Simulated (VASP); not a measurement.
# CdTe (F-43m) in VASP: notebook

One crystal, CdTe, is run at these levels: PBE; tasks: single point, relaxation of cell and atoms.

Program: VASP 6.6.1. These are calculated values, not measurements. Logs are shortened: lines on timing, memory, paths and dates and some standing lists are left out, and cuts for length are marked.

**Measured values to compare with.**

From a printed reference work, data compilation, for a bulk crystal of CdTe at 0 K: band gap 1.607 eV.

The runs below are set against these values where they give the same quantity.

### 1 The structure

Symmetry: F-43m, No. 216, cubic system. The conventional cell has a = 6.617 Å, b = 6.617 Å, c = 6.617 Å, α = 90.00°, β = 90.00°, γ = 90.00°. Around Cd (site symmetry -43m) lie 4 Te at 2.87 Å. Te (site symmetry -43m) has 4 Cd at 2.87 Å as nearest neighbours.

### 2 Single point, PBE

File INCAR:

```
ALGO = Fast
EDIFF = 1E-7
ENCUT = 520
GGA = PE
ISIF = 2
ISMEAR = 0
LASPH = True
LCHARG = False
LREAL = False
LWAVE = False
NBANDS = 16
NELM = 100
PREC = Accurate
SIGMA = 0.02
```

File KPOINTS:

```
k-points
0
Gamma
  10 10 10
```

File POSCAR:

```
CdTe
1.0
    0.0000000000      3.3086866350      3.3086866350
    3.3086866350      0.0000000000      3.3086866350
    3.3086866350      3.3086866350      0.0000000000
Cd Te
1 1
Direct
    0.0000000000      0.0000000000      0.0000000000
    0.2500000000      0.2500000000      0.2500000000
```

Potentials or basis: VASP PAW PBE potentials, release 64 (Cd, Te).

On the command line:

```console
$ cat potpaw_PBE.64/Cd/POTCAR potpaw_PBE.64/Te/POTCAR > POTCAR
$ mpirun -np 1 vasp_std > vasp.out
```

OUTCAR:

```text
EDIFF = 1E-7
   ENCUT = 520
   GGA = PE
   ISIF = 2
   ISMEAR = 0
   LASPH = True
   LREAL = False
   NELM = 100
   PREC = Accurate

 ion  position               nearest neighbor table
   1  0.000  0.000  0.000-   2 2.87   2 2.87   2 2.87   2 2.87
   2  0.250  0.250  0.250-   1 2.87   1 2.87   1 2.87   1 2.87

  LATTYP: Found a face centered cubic cell.
 ALAT       =     6.6173732700

  Lattice vectors:

 A1 = (   0.0000000000,   3.3086866350,   3.3086866350)
 A2 = (   3.3086866350,   0.0000000000,   3.3086866350)
 A3 = (   3.3086866350,   3.3086866350,   0.0000000000)

Analysis of symmetry for initial positions (statically):
=====================================================================
 Subroutine PRICEL returns:
 Original cell was already a primitive cell.

 Routine SETGRP: Setting up the symmetry group for a
 face centered cubic supercell.

 Subroutine GETGRP returns: Found 24 space group operations
 (whereof 24 operations were pure point group operations)
 out of a pool of 48 trial point group operations.

The static configuration has the point symmetry T_d .

Analysis of symmetry for dynamics (positions and initial velocities):
=====================================================================
 Subroutine PRICEL returns:
 Original cell was already a primitive cell.

 Routine SETGRP: Setting up the symmetry group for a
 face centered cubic supercell.

 Subroutine GETGRP returns: Found 24 space group operations
 (whereof 24 operations were pure point group operations)
 out of a pool of 48 trial point group operations.

The dynamic configuration has the point symmetry T_d .

 Subroutine INISYM returns: Found 24 space group operations
 (whereof 24 operations are pure point group operations),
 and found     1 'primitive' translations

----------------------------------------------------------------------------------------

                                     Primitive cell

  volume of cell :      72.4431

  direct lattice vectors                    reciprocal lattice vectors
     0.000000000  3.308686635  3.308686635    -0.151117363  0.151117363  0.151117363
     3.308686635  0.000000000  3.308686635     0.151117363 -0.151117363  0.151117363
     3.308686635  3.308686635  0.000000000     0.151117363  0.151117363 -0.151117363

  length of vectors
     4.679189513  4.679189513  4.679189513     0.261742951  0.261742951  0.261742951

  position of ions in fractional coordinates (direct lattice)
     0.000000000  0.000000000  0.000000000
     0.250000000  0.250000000  0.250000000

  ion indices of the primitive-cell ions
   primitive index   ion index
                 1           1
                 2           2

----------------------------------------------------------------------------------------

 KPOINTS: k-points

Automatic generation of k-mesh.
 Grid dimensions read from file:
 generate k-points for:   10   10   10

 Generating k-lattice:

  Cartesian coordinates                     Fractional coordinates (reciprocal lattice)
    -0.015111736  0.015111736  0.015111736     0.100000000  0.000000000  0.000000000
     0.015111736 -0.015111736  0.015111736     0.000000000  0.100000000  0.000000000
     0.015111736  0.015111736 -0.015111736     0.000000000  0.000000000  0.100000000

  Length of vectors
     0.026174295  0.026174295  0.026174295

  Shift w.r.t. Gamma in fractional coordinates (k-lattice)
     0.000000000  0.000000000  0.000000000

 Subroutine IBZKPT returns following result:
 ===========================================

 Found     47 irreducible k-points:

 Following reciprocal coordinates:
            Coordinates               Weight
  0.000000  0.000000  0.000000      1.000000
  0.100000  0.000000  0.000000      8.000000
  0.200000  0.000000  0.000000      8.000000
  0.300000  0.000000  0.000000      8.000000
  0.400000  0.000000  0.000000      8.000000
  0.500000  0.000000  0.000000      4.000000
[... 16 lines left out ...]
  0.300000  0.300000  0.000000      6.000000
  0.400000  0.300000  0.000000     24.000000
 [... further k-points ...]
   k-points           NKPTS =     47   k-points in BZ     NKDIM =     47   number of bands    NBANDS=     16
   number of dos      NEDOS =    301   number of ions     NIONS =      2
   total plane-waves  NPLWV =  46656
   dimension x,y,z NGX =    36 NGY =   36 NGZ =   36
   dimension x,y,z NGXF=    72 NGYF=   72 NGZF=   72
   ions per type =               1   1
   NGX,Y,Z   is equivalent  to a cutoff of  12.79, 12.79, 12.79 a.u.
   NGXF,Y,Z  is equivalent  to a cutoff of  25.58, 25.58, 25.58 a.u.
 SYSTEM =  unknown system
   PREC   = accura    normal or accurate (medium, high low for compatibility)
   ISTART =      0    job   : 0-new  1-cont  2-samecut
   ICHARG =      2    charge: 1-file 2-atom 10-const
   ISPIN  =      1    spin polarized calculation?
   LNONCOLLINEAR =      F non collinear calculations
   LSORBIT =      F    spin-orbit coupling
   LASPH  =      T    aspherical Exc in radial PAW
   ENCUT  =  520.0 eV  38.22 Ry    6.18 a.u.   8.70  8.70  8.70*2*pi/ulx,y,z
   NELM   =    100;   NELMIN=  2; NELMDL= -5     # of ELM steps
   EDIFF  = 0.1E-06   stopping-criterion for ELM
   LREAL  =      F    real-space projection
   EDIFFG = 0.1E-05   stopping-criterion for IOM
   NSW    =      0    number of steps for IOM
   IBRION =     -1    ionic relax: 0-MD 1-quasi-New 2-CG
   NFREE  =      0    steps in history (QN), initial steepest desc. (CG)
   ISIF   =      2    stress and relaxation
   ISYM   =      2    0-nonsym 1-usesym 2-fastsym
   POTIM  = 0.5000    time-step for ionic-motion
   TEBEG  =    0.0;   TEEND  =   0.0 temperature during run
   PSTRESS=    0.0 pullay stress
   NELECT =      18.0000    total number of electrons
   NUPDOWN=      -1.0000    fix difference up-down
   EMIN   =  10.00;   EMAX   =-10.00  energy-range for DOS
   EFERMI =   0.00;   METHOD = LEGACY
   ISMEAR =     0;   SIGMA  =   0.02  broadening in eV -4-tet -1-fermi 0-gaus
   EFERMI_NEDOS =   21; number of points for ismear=-14 and -15
   IALGO  =     68    algorithm
   IMIX   =      4    mixing-type and parameters
     AMIX     =   0.40;   BMIX     =  1.00
     AMIX_MAG =   1.60;   BMIX_MAG =  1.00
  volume/ion in A,a.u.               =      36.22       244.44
  Fermi-wavevector in a.u.,A,eV,Ry     =   1.029201  1.944907 14.412024  1.059254
  Thomas-Fermi vector in A             =   2.163236
   LORBIT       =      0    0 simple, 1 ext, 2 COOP (PROOUT), +10 PAW based schemes
   GGA     = PE    functional components
   LHFCALC =     F    Hartree Fock is set to
   AEXX    =    0.0000 exact exchange contribution
   IVDW    =     0    specifies the selected vdW correction
   LEPSILON=     F    determine dielectric tensor
   LRPA    =     F    only Hartree local field effects (RPA)
 non-spin polarized calculation
 RMM-DIIS sequential band-by-band and
 Gauss-broadening in eV      SIGMA  =   0.02
  energy-cutoff  :      520.00
  volume of cell :       72.44
 maximum number of plane-waves:      1980
   NGX = 17   NGY = 17   NGZ = 17

 number of electron      18.0000006 magnetization

 Free energy of the ion-electron system (eV)
  ---------------------------------------------------
  ext. energy  EPLUGINS =         0.00000000
  ---------------------------------------------------
  free energy    TOTEN  =        -4.81276961 eV

  energy without entropy =       -4.81276961  energy(sigma->0) =       -4.81276961

 E-fermi :   1.9522     XC(G=0):  -8.3107

 val. band max:        1.8000469670   @ k =   0.0000   0.0000   0.0000
 cond. band min:       2.3842169111   @ k =   0.0000   0.0000   0.0000
 fundamental gap:      0.5841699441
 Fermi energy:         1.9521690633

 k-point     1 :       0.0000    0.0000    0.0000
  band No.  band energies     occupation
      1      -9.0358      2.00000
      2      -6.2900      2.00000
      3      -6.2900      2.00000
      4      -6.2900      2.00000
      5      -6.0730      2.00000
      6      -6.0730      2.00000
[... 8 lines left out ...]
     15      11.0475      0.00000
     16      11.0475      0.00000

 k-point     2 :       0.1000    0.0000    0.0000
  band No.  band energies     occupation
      1      -9.0031      2.00000
      2      -6.2840      2.00000
      3      -6.2840      2.00000
      4      -6.2631      2.00000
      5      -6.0735      2.00000
      6      -6.0735      2.00000
[... 8 lines left out ...]
     15      10.5389      0.00000
     16      10.5389      0.00000

 k-point     3 :       0.2000    0.0000    0.0000
  band No.  band energies     occupation
      1      -8.9172      2.00000
      2      -6.2690      2.00000
      3      -6.2690      2.00000
      4      -6.1772      2.00000
      5      -6.0737      2.00000
      6      -6.0737      2.00000
[... 8 lines left out ...]
     15      10.1756      0.00000
     16      10.2077      0.00000

 k-point     4 :       0.3000    0.0000    0.0000
  band No.  band energies     occupation
      1      -8.8115      2.00000
      2      -6.2524      2.00000
      3      -6.2524      2.00000
      4      -6.0717      2.00000
      5      -6.0717      2.00000
      6      -6.0288      2.00000
[... 8 lines left out ...]
     15      10.3973      0.00000
     16      10.3973      0.00000
[... 324 lines left out ...]
 k-point    22 :      -0.2000    0.2000    0.0000
  band No.  band energies     occupation
      1      -8.7761      2.00000
      2      -6.2445      2.00000
      3      -6.2340      2.00000
      4      -6.0810      2.00000
      5      -6.0800      2.00000
      6      -5.9756      2.00000
[... 8 lines left out ...]
     15      11.2117      0.00000
     16      11.8750      0.00000

 k-point    23 :       0.3000    0.3000    0.0000
  band No.  band energies     occupation
      1      -8.7400      2.00000
      2      -6.2050      2.00000
      3      -6.2050      2.00000
      4      -6.1386      2.00000
      5      -6.0562      2.00000
      6      -5.9602      2.00000
[... 8 lines left out ...]
     15      11.7900      0.00000
     16      13.0301      0.00000

 k-point    24 :       0.4000    0.3000    0.0000
  band No.  band energies     occupation
      1      -8.6751      2.00000
      2      -6.1945      2.00000
      3      -6.1883      2.00000
      4      -6.1322      2.00000
      5      -6.0539      2.00000
      6      -5.8370      2.00000
[... 8 lines left out ...]
     15      12.1694      0.00000
     16      13.2234      0.00000

 [... further k-points ...]
[... 5 lines left out ...]
  --------------------------------------------------------------------------------------
  -------------------------------------------------------------------------------------
  Total        0.0526993      0.0526993      0.0526993      0.0000000      0.0000000      0.0000000
  in kB        1.1655162      1.1655162      1.1655162      0.0000000      0.0000000      0.0000000
  external PRESSURE =       1.1655162 kB  Pullay stress =       0.0000000 kB

 VOLUME and BASIS-vectors are now :
 -----------------------------------------------------------------------------
  energy-cutoff  :      520.00
  volume of cell :       72.44
      direct lattice vectors                 reciprocal lattice vectors
     0.000000000  3.308686635  3.308686635    -0.151117363  0.151117363  0.151117363
     3.308686635  0.000000000  3.308686635     0.151117363 -0.151117363  0.151117363
     3.308686635  3.308686635  0.000000000     0.151117363  0.151117363 -0.151117363

 POSITION                                       TOTAL-FORCE (eV/Angst)
 -----------------------------------------------------------------------------------
      0.00000      0.00000      0.00000         0.000000     -0.000000     -0.000000
      1.65434      1.65434      1.65434        -0.000000      0.000000      0.000000
 -----------------------------------------------------------------------------------
    total drift:                               -0.000000     -0.000000     -0.000001

  FREE ENERGIE OF THE ION-ELECTRON SYSTEM (eV)
  ---------------------------------------------------
  free  energy   TOTEN  =        -4.8127696101 eV

  energy  without entropy=       -4.8127696101  energy(sigma->0) =       -4.81276961
```

It took 21 s on 1 thread of Intel Xeon 6975P-C (Granite Rapids), shared host; peak memory 0.23 GiB.

What came out:

```
Free energy            : -4.8128 eV
Pressure               : 0.1 GPa
Band gap on the k mesh : 0.58 eV, direct
```

Levels at points of the mesh, in eV from the valence-band top:
```
           k point  band 7  band 8  band 9  band 10  band 11  band 12
(0.00, 0.00, 0.00)    0.00    0.00    0.00     0.58     4.64     4.64
(0.50, 0.00, 0.00)   -4.08   -0.69   -0.69     1.76     5.21     5.21
(0.50, 0.50, 0.00)   -4.01   -1.66   -1.66     2.67     2.74     8.51
```

Caveat: spin-orbit coupling is left out, which moves the levels of the heavy elements.

### 3 Relaxation of cell and atoms, PBE

File INCAR:

```
SYSTEM = CdTe
ALGO = Normal
EDIFF = 1E-6
EDIFFG = -0.005
ENCUT = 600
GGA = PE
IBRION = 2
ISIF = 3
ISMEAR = 0
LASPH = .True.
LCHARG = .False.
LREAL = .False.
LWAVE = .False.
NELM = 100
NSW = 100
PREC = Accurate
SIGMA = 0.02
```

File KPOINTS:

```
k-points
0
Gamma
  10 10 10
  0 0 0
```

POSCAR is that of step 2.

Potentials or basis: VASP PAW PBE potentials, release 64 (Cd, Te).

On the command line:

```console
$ cat potpaw_PBE.64/Cd/POTCAR potpaw_PBE.64/Te/POTCAR > POTCAR
$ mpirun -np 1 vasp_std > vasp.out
```

OUTCAR:

```text
SYSTEM = CdTe
   EDIFF = 1E-6
   EDIFFG = -0.005
   ENCUT = 600
   GGA = PE
   IBRION = 2
   ISIF = 3
   ISMEAR = 0
   LASPH = .True.
   LREAL = .False.
   NELM = 100
   NSW = 100
   PREC = Accurate

 ion  position               nearest neighbor table
   1  0.000  0.000  0.000-   2 2.87   2 2.87   2 2.87   2 2.87
   2  0.250  0.250  0.250-   1 2.87   1 2.87   1 2.87   1 2.87

  LATTYP: Found a face centered cubic cell.
 ALAT       =     6.6173732700

  Lattice vectors:

[... 613 lines left out ...]
      9       0.4322      2.00000
     10       4.6420      0.00000
     11       5.1245      0.00000
     12       8.3845      0.00000
     13       9.0517      0.00000

 [... further k-points ...]
[... 5 lines left out ...]
  --------------------------------------------------------------------------------------
  -------------------------------------------------------------------------------------
  Total       -0.0009152     -0.0009152     -0.0009152      0.0000000      0.0000000      0.0000000
  in kB       -0.0201840     -0.0201840     -0.0201840      0.0000000      0.0000000      0.0000000
  external PRESSURE =      -0.0201840 kB  Pullay stress =       0.0000000 kB

 VOLUME and BASIS-vectors are now :
 -----------------------------------------------------------------------------
  energy-cutoff  :      600.00
  volume of cell :       72.65
      direct lattice vectors                 reciprocal lattice vectors
    -0.000000000  3.311831682  3.311831682    -0.150973856  0.150973856  0.150973856
     3.311831682  0.000000000  3.311831682     0.150973856 -0.150973856  0.150973856
     3.311831682  3.311831682  0.000000000     0.150973856  0.150973856 -0.150973856

 POSITION                                       TOTAL-FORCE (eV/Angst)
 -----------------------------------------------------------------------------------
      6.62366      6.62366      6.62366         0.000000      0.000000     -0.000000
      1.65592      1.65592      1.65592        -0.000000     -0.000000      0.000000
 -----------------------------------------------------------------------------------
    total drift:                               -0.000000     -0.000000     -0.000000

  FREE ENERGIE OF THE ION-ELECTRON SYSTEM (eV)
  ---------------------------------------------------
  free  energy   TOTEN  =        -4.8125114650 eV

  energy  without entropy=       -4.8125114650  energy(sigma->0) =       -4.81251146

 reached required accuracy - stopping structural energy minimisation
```

CONTCAR:

```text
CdTe
   1.00000000000000
    -0.0000000000000000    3.3118316819289086    3.3118316819289086
     3.3118316819289086    0.0000000000000000    3.3118316819289086
     3.3118316819289086    3.3118316819289086    0.0000000000000000
  Cd              Te
     1     1
Direct
     1.0000000000000000    1.0000000000000000    1.0000000000000000
     0.2500000000000000    0.2500000000000000    0.2500000000000000

  0.00000000E+00  0.00000000E+00  0.00000000E+00
  0.00000000E+00  0.00000000E+00  0.00000000E+00
```

Run time: 32 s. Hardware: 1 thread of Intel Xeon 6975P-C (Granite Rapids), shared host; peak memory 0.28 GiB.

Results:

| Item | Value |
| --- | --- |
| Free energy | -4.8125 eV |
| Relaxed volume | 36.32 Å³/atom |
| Relaxed cell | a = 4.684 Å, b = 4.684 Å, c = 4.684 Å, α = 60.00°, β = 60.00°, γ = 60.00° |
| Space group after relaxing (to 0.05 Å) | F-43m (No. 216) |
| Energy gained by relaxing | 0.0 meV/atom |
| Ionic steps | 2 |
| Pressure after relaxing | 0.0 GPa |
| Band gap on the k mesh | 0.58 eV, direct |

Final structure:
```cif
data_structure
_symmetry_space_group_name_H-M 'P 1'
_symmetry_Int_Tables_number 1
_cell_length_a 4.6836
_cell_length_b 4.6836
_cell_length_c 4.6836
_cell_angle_alpha 60.000
_cell_angle_beta 60.000
_cell_angle_gamma 60.000
_cell_volume 72.65
loop_
_atom_site_label
_atom_site_type_symbol
_atom_site_fract_x
_atom_site_fract_y
_atom_site_fract_z
_atom_site_occupancy
Cd1 Cd 0.00000 0.00000 0.00000 1
Te1 Te 0.25000 0.25000 0.25000 1
```

Levels at points of the mesh, in eV from the valence-band top:
```
           k point  band 5  band 6  band 7  band 8  band 9  band 10  band 11  band 12  band 13
(0.00, 0.00, 0.00)   -7.87   -7.87    0.00    0.00    0.00     0.58     4.64     4.64     4.64
(0.50, 0.00, 0.00)   -7.86   -7.57   -4.07   -0.68   -0.68     1.75     5.21     5.21     7.01
(0.50, 0.50, 0.00)   -7.84   -7.45   -4.00   -1.65   -1.65     2.67     2.75     8.50     8.80
```

Caveat: spin-orbit coupling is left out, which moves the levels of the heavy elements.

### 4 Comparison with measurements

Step 2. Measured gap of CdTe: 1.607 eV (0 K; a printed reference work, data compilation). This calculation gives 0.58 eV (-1.02 eV). So large a miss can be the level of theory's own, or it may mean another phase, state or a wrong row. Spin-orbit coupling on Cd, Te is left out. The value is that of PBE, without temperature or zero-point motion. Semilocal functionals fall short of measured gaps as a rule.
